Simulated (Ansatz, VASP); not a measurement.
# Be: programs and potentials compared

The starting cell:

```
Be
1.0
    -1.25312    1.25312    1.25312
     1.25312   -1.25312    1.25312
     1.25312    1.25312   -1.25312
Be
1
Direct
  0.00000 0.00000 0.00000
```

This isn't the form of Be at room conditions, which is hcp.

Alike in all runs: task relaxation of cell and atoms; functional LDA; k mesh 15 × 15 × 15; occupations gaussian, width 0.01 eV; no spin polarisation; no spin-orbit coupling. LDA stands for any of its common fits.

```tsv
program and potentials	plane-wave cutoff (eV)	notes	equilibrium volume (Å³/atom)
Ansatz, Ansatz PAW	420	potentials made for PBE, which Ansatz adapts in part	7.46
Ansatz, all-electron LAPW, scalar-relativistic	-	-	7.45
VASP, LDA PAW files Be, 600 eV	600	-	7.49
```

The equilibrium volume spans 7.45 (Ansatz, all-electron LAPW, scalar-relativistic) to 7.49 Å³/atom (VASP, LDA PAW files Be, 600 eV), with all-electron results at 7.45. Relaxations stop with a little pressure left, so the last digit of a volume isn't settled.

Differences between rows come from potentials, basis sets and numerical settings, since the functional is the same but for its coding. Runs on potential files found faulty are left out.
